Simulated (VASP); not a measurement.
Input of a VASP 6.6.1 run:

File INCAR:

```
SYSTEM = Pt
ALGO = Fast
EDIFF = 1E-7
ENCUT = 520
GGA = PS
ISIF = 2
ISMEAR = 0
LASPH = .TRUE.
LCHARG = .TRUE.
LELF = .TRUE.
LREAL = .FALSE.
LVHAR = .TRUE.
LWAVE = .FALSE.
NBANDS = 11
NELM = 100
PREC = Accurate
SIGMA = 0.1
```

File KPOINTS:

```
k-points
0
G
  28 28 28
  0 0 0
```

POSCAR

```
Pt
1.0
    0.0000000000      1.9583100000      1.9583100000
    1.9583100000      0.0000000000      1.9583100000
    1.9583100000      1.9583100000      0.0000000000
Pt
1
Direct
    0.0000000000      0.0000000000      0.0000000000
```

Potentials or basis: VASP PAW PBE potentials, release 64 (Pt).

Command:

```bash
$ cat potpaw_PBE.64/Pt/POTCAR > POTCAR
$ mpirun -np 1 vasp_std > vasp.out
```

Question: What does it give for the band gap on the k mesh?

Answer: None (metal or under the smearing width).

Question: Estimate the pressure.

Answer: -0.1 GPa.

Caveat: the PAW data sets were made with another functional, which shifts forces and pressure a little. The run has no spin-orbit coupling, so splittings on Pt are missing.
